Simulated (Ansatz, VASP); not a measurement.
# Cross-check of InP between VASP and Ansatz

Wanted: the spread between two codes on one cell, functional and k mesh.

Program: Ansatz 0.2.0. Level of theory: plane waves, with VASP 6.6.1 beside it; G0W0 gap at PBE. Results are calculated unless marked as measured.

The database entry behind the starting cell differs from later determinations by our own check (0.1 to 0.3 % short, probably kX units), so it need not match the best structure at ambient conditions.

### Step 1. The structure

Symmetry: F-43m, No. 216, cubic system. Conventional cell: a = 5.861 Å, b = 5.861 Å, c = 5.861 Å, α = 90.00°, β = 90.00°, γ = 90.00°. Nearest to In lie 4 P at 2.54 Å. P has 4 In at 2.54 Å nearest. Farther neighbours are not listed.

Coordinates:

```cif
data_structure
_symmetry_space_group_name_H-M 'P 1'
_symmetry_Int_Tables_number 1
_cell_length_a 4.1444
_cell_length_b 4.1444
_cell_length_c 4.1444
_cell_angle_alpha 60.000
_cell_angle_beta 60.000
_cell_angle_gamma 60.000
_cell_volume 50.33
loop_
_atom_site_label
_atom_site_type_symbol
_atom_site_fract_x
_atom_site_fract_y
_atom_site_fract_z
_atom_site_occupancy
In1 In 0.00000 0.00000 0.00000 1
P2 P 0.25000 0.25000 0.25000 1
```

### Step 2. VASP: G0W0 gap, PBE

Quasiparticle shifts depend on high empty states and on the cores, so they are the hardest test of two PAW sets.

Lines of VASP's logs that name or quote its potential files are left out, and so is its time.

The run reads the wave functions of an earlier VASP run, which isn't shown here.

File INCAR:

```
SYSTEM = InP
PREC = Accurate
ENCUT = 300
ISMEAR = 0
SIGMA = 0.01
LREAL = .FALSE.
GGA = PE
NBANDS = 120
ALGO = EVGW0
NELMGW = 1
ENCUTGW = 100
NOMEGA = 48
PRECFOCK = Fast
NBANDSGW = 24
LWAVE = .TRUE.
LCHARG = .FALSE.
```

File POSCAR:

```
InP
1.0
    0.0000000000      2.9305000000      2.9305000000
    2.9305000000      0.0000000000      2.9305000000
    2.9305000000      2.9305000000      0.0000000000
In P
1 1
Direct
    0.0000000000      0.0000000000      0.0000000000
    0.2500000000      0.2500000000      0.2500000000
```

File KPOINTS:

```
Automatic mesh
0
Gamma
6 6 6
0 0 0
```

Potentials, in the order of the species: In_d_GW and P_GW (PBE family, release 64).

The run is started by

```console
$ mpirun -np 8 vasp_std
```

Numbers of over 12 decimals in the logs are rounded to 6 here.

Log:

```text
[banner, memory and clock lines left out]
running    8 mpi-ranks, on    1 nodes
 distrk:  each k-point on    8 cores,    1 groups
 distr:  one band on    1 cores,    8 groups

 POSCAR found type information on POSCAR InP
 POSCAR found :  2 types and       2 ions
|                                                                             |
|           W    W    AA    RRRRR   N    N  II  N    N   GGGG   !!!           |
|           W    W   A  A   R    R  NN   N  II  NN   N  G    G  !!!           |
|           W    W  A    A  R    R  N N  N  II  N N  N  G       !!!           |
|           W WW W  AAAAAA  RRRRR   N  N N  II  N  N N  G  GGG   !            |
|           WW  WW  A    A  R   R   N   NN  II  N   NN  G    G                |
|           W    W  A    A  R    R  N    N  II  N    N   GGGG   !!!           |
|                                                                             |
|     For optimal performance we recommend to set                             |
|       NCORE = 2 up to number-of-cores-per-socket                            |
|     NCORE specifies how many cores store one orbital (NPAR=cpu/NCORE).      |
|     This setting can greatly improve the performance of VASP for DFT.       |
|     The default, NCORE=1 might be grossly inefficient on modern             |
|     multi-core architectures or massively parallel machines. Do your        |
|     Unfortunately you need to use the default for GW and RPA                |
|     calculations (for HF NCORE is supported but not extensively tested      |
|     yet).                                                                   |
|                                                                             |

|                                                                             |
|           W    W    AA    RRRRR   N    N  II  N    N   GGGG   !!!           |
|           W    W   A  A   R    R  NN   N  II  NN   N  G    G  !!!           |
|           W    W  A    A  R    R  N N  N  II  N N  N  G       !!!           |
|           W WW W  AAAAAA  RRRRR   N  N N  II  N  N N  G  GGG   !            |
|           WW  WW  A    A  R   R   N   NN  II  N   NN  G    G                |
|           W    W  A    A  R    R  N    N  II  N    N   GGGG   !!!           |
|                                                                             |
|     The default for ENCUTGWSOFT is different in this version of VASP.       |
|     please manually set ENCUTGWSOFT =100 in the INCAR file.                 |
|                                                                             |

 LDA part: xc-table for (Slater+PW92), standard interpolation
 found WAVECAR, reading the header
 POSCAR, INCAR and KPOINTS ok, starting setup
 FFT: planning ... GRIDC
 FFT: planning ... GRID_SOFT
 FFT: planning ... GRID
 reading WAVECAR
 the WAVECAR file was read successfully
 initial charge from wavefunction
 available memory per node:     28.44 GB, setting MAXMEM to     29124

 The Fermi energy was updated, please check that it is located mid-gap
 values below the HOMO (VB) or above the LUMO (CB) will cause erroneous energies
 E-fermi :   4.2727

 calculate exact exchange contribution
 the WAVEDER file was read successfully
energies w=
    0.000    0.000    0.317    0.000    0.633    0.000    0.946    0.000
    1.255    0.000    1.560    0.000    1.860    0.000    2.154    0.000
    2.443    0.000    2.727    0.000    3.005    0.000    3.279    0.000
    3.549    0.000    3.815    0.000    4.080    0.000    4.343    0.000
    4.606    0.000    4.870    0.000    5.136    0.000    5.405    0.000
    5.679    0.000    5.959    0.000    6.247    0.000    6.545    0.000
    6.855    0.000    7.180    0.000    7.522    0.000    7.886    0.000
    8.275    0.000    8.693    0.000    9.148    0.000    9.646    0.000
   10.197    0.000   10.814    0.000   11.509    0.000   12.305    0.000
   13.227    0.000   14.312    0.000   15.611    0.000   17.198    0.000
   19.183    0.000   21.741    0.000   25.159    0.000   29.958    0.000
   37.168    0.000   49.182    0.000   73.090    0.000  143.362    0.000
 responsefunction array rank=     128
 LDA part: xc-table for (Slater+PW92), standard interpolation

 min. memory requirement per mpi rank    199.3 MB, per node   1594.6 MB

 allocating   6 responsefunctions rank=   128
 shmem allocating  48 responsefunctions rank=   128
 response function shared by NCSHMEM nodes    1
 Doing            6  frequencies on each core in blocks of           48
NQ=   1    0.0000    0.0000    0.0000,
|.........|.........|.........|.........|.........|.........|.........|.........
 performed        523000 updates of chi_q(r,r)
 total number of BLAS operations         53.50 Gflops
NQ=   2    0.1667    0.0000    0.0000,
|.........|.........|.........|.........|.........|.........|.........|.........
 performed       1438000 updates of chi_q(r,r)
 total number of BLAS operations        162.50 Gflops
NQ=   3    0.3333    0.0000    0.0000,
|.........|.........|.........|.........|.........|.........|.........|.........
 performed       2353000 updates of chi_q(r,r)
 total number of BLAS operations        262.75 Gflops
NQ=   4    0.5000    0.0000    0.0000,
|.........|.........|.........|.........|.........|.........|.........|.........
 performed       3130000 updates of chi_q(r,r)
 total number of BLAS operations        352.28 Gflops
NQ=   5    0.1667    0.1667    0.0000,
|.........|.........|.........|.........|.........|.........|.........|.........
 performed       4045000 updates of chi_q(r,r)
 total number of BLAS operations        466.70 Gflops
NQ=   6    0.3333    0.1667    0.0000,
|.........|.........|.........|.........|.........|.........|.........|.........
 performed       5455000 updates of chi_q(r,r)
 total number of BLAS operations        615.96 Gflops
NQ=   7    0.5000    0.1667    0.0000,
|.........|.........|.........|.........|.........|.........|.........|.........
 performed       6865000 updates of chi_q(r,r)
 total number of BLAS operations        765.22 Gflops
NQ=   8   -0.3333    0.1667    0.0000,
|.........|.........|.........|.........|.........|.........|.........|.........
 performed       8275000 updates of chi_q(r,r)
 total number of BLAS operations        914.48 Gflops
NQ=   9   -0.1667    0.1667    0.0000,
|.........|.........|.........|.........|.........|.........|.........|.........
 performed       9501000 updates of chi_q(r,r)
 total number of BLAS operations       1035.37 Gflops
NQ=  10    0.3333    0.3333    0.0000,
|.........|.........|.........|.........|.........|.........|.........|.........
 performed      10416000 updates of chi_q(r,r)
 total number of BLAS operations       1128.88 Gflops
NQ=  11    0.5000    0.3333    0.0000,
|.........|.........|.........|.........|.........|.........|.........|.........
 performed      11826000 updates of chi_q(r,r)
 total number of BLAS operations       1275.56 Gflops
NQ=  12   -0.3333    0.3333    0.0000,
|.........|.........|.........|.........|.........|.........|.........|.........
 performed      13052000 updates of chi_q(r,r)
 total number of BLAS operations       1407.58 Gflops
NQ=  13    0.5000    0.5000    0.0000,
|.........|.........|.........|.........|.........|.........|.........|.........
 performed      13748000 updates of chi_q(r,r)
 total number of BLAS operations       1482.56 Gflops
NQ=  14    0.5000    0.3333    0.1667,
|.........|.........|.........|.........|.........|.........|.........|.........
 performed      15331000 updates of chi_q(r,r)
 total number of BLAS operations       1635.85 Gflops
NQ=  15   -0.3333    0.3333    0.1667,
|.........|.........|.........|.........|.........|.........|.........|.........
 performed      16822000 updates of chi_q(r,r)
 total number of BLAS operations       1785.51 Gflops
NQ=  16   -0.3333    0.5000    0.1667,
|.........|.........|.........|.........|.........|.........|.........|.........
 performed      18054000 updates of chi_q(r,r)
 total number of BLAS operations       1909.17 Gflops
 resolving degeneracies of screened two electron integrals

 calculate QP shifts <psi_nk| G(iteration)W_0 |psi_nk>: iteration 1
 writing wavefunctions
 entering main loop
```

From OUTCAR (step 2):

```text
ion  position               nearest neighbor table
   1  0.000  0.000  0.000-   2 2.54   2 2.54   2 2.54   2 2.54
   2  0.250  0.250  0.250-   1 2.54   1 2.54   1 2.54   1 2.54

  LATTYP: Found a face centered cubic cell.
 ALAT       =     5.8610000000

 Subroutine GETGRP returns: Found 24 space group operations
 (whereof 24 operations were pure point group operations)

The static configuration has the point symmetry T_d .

 Found     16 irreducible k-points:

   k-points           NKPTS =     16   k-points in BZ     NKDIM =    216   number of bands    NBANDS=    120

   dimension x,y,z NGX =    24 NGY =   24 NGZ =   24
   dimension x,y,z NGXF=    48 NGYF=   48 NGZF=   48

   ENCUT  =  300.0 eV  22.05 Ry    4.70 a.u.   5.85  5.85  5.85*2*pi/ulx,y,z

   NELECT =      18.0000    total number of electrons

  energy-cutoff  :      300.00
  volume of cell :       50.33
      direct lattice vectors                 reciprocal lattice vectors
     0.000000000  2.930500000  2.930500000    -0.170619348  0.170619348  0.170619348
     2.930500000  0.000000000  2.930500000     0.170619348 -0.170619348  0.170619348
     2.930500000  2.930500000  0.000000000     0.170619348  0.170619348 -0.170619348

 k-points in reciprocal lattice and weights: Automatic mesh
   0.00000000  0.00000000  0.00000000       0.005
   0.16666667  0.00000000  0.00000000       0.037
   0.33333333  0.00000000  0.00000000       0.037
   0.50000000  0.00000000  0.00000000       0.019
   0.16666667  0.16666667  0.00000000       0.028
   0.33333333  0.16666667  0.00000000       0.111
   0.50000000  0.16666667  0.00000000       0.111
  -0.33333333  0.16666667  0.00000000       0.111
  -0.16666667  0.16666667  0.00000000       0.056
[...]
-0.33333333  0.33333333  0.16666667       0.111
  -0.33333333  0.50000000  0.16666667       0.056

 E-fermi :   4.2727

 QP shifts <psi_nk| G(iteration)W_0 |psi_nk>: iteration 1
 for sc-GW calculations column KS-energies equals QP-energies in previous step
 and V_xc(KS)=  KS-energies - (<T + V_ion + V_H > + <T+V_H+V_ion>^1  + <V_x>^1)
 k-point   1 :       0.0000    0.0000    0.0000
  band No.  KS-energies  QP-energies   sigma(KS)   V_xc(KS)     V^pw_x(r,r')   Z            occupation Imag(sigma)
    ...
      6      -7.6014      -7.9349     -11.8512     -11.3062     -18.2825       0.6120       2.0000       0.9194
      7       3.9225       3.5448     -12.7554     -12.2474     -13.8372       0.7435       2.0000       0.0995
      8       3.9225       3.5448     -12.7554     -12.2474     -13.8372       0.7435       2.0000       0.0995
      9       3.9225       3.5448     -12.7554     -12.2474     -13.8372       0.7435       2.0000       0.0995
     10       4.6229       4.7847     -10.7183     -10.9284      -7.1907       0.7702       0.0000       0.0160
     11       8.0047       8.1874      -9.7717     -10.0116      -5.5595       0.7612       0.0000      -0.0185
     12       8.0047       8.1874      -9.7717     -10.0116      -5.5595       0.7612       0.0000      -0.0185
     13       8.0047       8.1874      -9.7717     -10.0116      -5.5595       0.7612       0.0000      -0.0185
    ...

 k-point   2 :       0.1667    0.0000    0.0000
  band No.  KS-energies  QP-energies   sigma(KS)   V_xc(KS)     V^pw_x(r,r')   Z            occupation Imag(sigma)
    ...
      6      -7.2877      -7.6556     -12.0359     -11.4485     -18.3171       0.6262       2.0000       0.9037
      7       1.7373       1.2901     -12.1200     -11.5082     -13.6477       0.7309       2.0000       0.1344
      8       3.6184       3.2139     -12.5865     -12.0423     -13.7503       0.7433       2.0000       0.1012
      9       3.6184       3.2139     -12.5865     -12.0423     -13.7503       0.7433       2.0000       0.1012
     10       5.7165       5.8811     -10.6037     -10.8189      -6.9436       0.7649       0.0000       0.0049
     11       8.4114       8.5727     -10.0006     -10.2153      -5.6922       0.7511       0.0000      -0.0369
     12       8.4442       8.6447      -9.8903     -10.1561      -5.5418       0.7544       0.0000      -0.0272
     13       8.4442       8.6447      -9.8903     -10.1561      -5.5418       0.7544       0.0000      -0.0272
    ...

 k-point   3 :       0.3333    0.0000    0.0000
  band No.  KS-energies  QP-energies   sigma(KS)   V_xc(KS)     V^pw_x(r,r')   Z            occupation Imag(sigma)
    ...
      6      -6.4784      -6.8917     -12.4666     -11.8335     -18.4191       0.6528       2.0000       0.8437
      7      -0.6472      -1.1845     -11.7016     -10.9338     -14.4544       0.6998       2.0000       0.2334
      8       3.1451       2.7028     -12.4145     -11.8160     -13.7584       0.7391       2.0000       0.1047
      9       3.1451       2.7028     -12.4145     -11.8160     -13.7584       0.7391       2.0000       0.1047
     10       5.5698       5.7197     -10.1954     -10.3898      -6.4409       0.7713       0.0000       0.0066
     11       8.7849       8.9664      -9.6799      -9.9213      -5.2324       0.7516       0.0000      -0.0406
     12       8.7849       8.9664      -9.6799      -9.9213      -5.2324       0.7516       0.0000      -0.0406
     13      10.1905      10.3142      -9.8111      -9.9810      -4.7925       0.7286       0.0000      -0.1239
    ...

 k-point   4 :       0.5000    0.0000    0.0000
  band No.  KS-energies  QP-energies   sigma(KS)   V_xc(KS)     V^pw_x(r,r')   Z            occupation Imag(sigma)
    ...
      6      -5.8746      -6.2894     -12.8659     -12.2386     -18.6263       0.6613       2.0000       0.7828
      7      -1.8149      -2.3843     -11.2796     -10.4589     -14.5424       0.6937       2.0000       0.3311
      8       2.9496       2.4924     -12.3614     -11.7418     -13.7849       0.7378       2.0000       0.1060
      9       2.9496       2.4924     -12.3614     -11.7418     -13.7849       0.7378       2.0000       0.1060
     10       5.4151       5.5558     -10.1759     -10.3581      -6.4558       0.7719       0.0000       0.0078
     11       8.7270       8.8855      -9.4994      -9.7098      -5.0895       0.7534       0.0000      -0.0425
     12       8.7270       8.8855      -9.4994      -9.7098      -5.0895       0.7534       0.0000      -0.0425
     13      11.0277      10.9643      -8.6667      -8.5800      -3.4856       0.7308       0.0000      -0.1707
    ...

[... 4 further parts left out ...]
```

[end of part 1 of 2]

[Lines on the potential files, build, host, timing and source positions are cut from VASP's logs without a mark.]

[Logs are printed without paths, hosts, clocks, repeated set-up lines and the standing remarks that a program may print on its own settings, such as how far it seeks lower states.]

[Hosts, paths, dates, database ids (printed as entryN), source tags and the programs' standing remarks are cut or masked in the printed files.]
